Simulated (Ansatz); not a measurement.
**Structure optimisation: tellurium, fcc**

All numbers below come from Ansatz, DFT, r2SCAN, plane waves (500 eV) with PAW, scalar-relativistic. The PAW files were generated under PBE, with cores re-solved for the functional.

k-point mesh 11×11×11, Fermi-Dirac smearing 0.1 eV, no spin polarisation. Cell and atoms relax.

Starting structure:

```cif
data_structure
_symmetry_space_group_name_H-M 'P 1'
_symmetry_Int_Tables_number 1
_cell_length_a 3.4421
_cell_length_b 3.4421
_cell_length_c 3.4421
_cell_angle_alpha 60.000
_cell_angle_beta 60.000
_cell_angle_gamma 60.000
_cell_volume 28.84
loop_
_atom_site_label
_atom_site_type_symbol
_atom_site_fract_x
_atom_site_fract_y
_atom_site_fract_z
_atom_site_occupancy
Te1 Te 0.00000 0.00000 0.00000 1
```

Task: What cell does the relaxation end in?

Result: Fm-3m with a = 4.844 Å; 28.41 Å³ per atom against 28.84 at the start (-1.5 %).

Task: How much energy does the relaxation gain?

Result: 1.1 meV per atom.
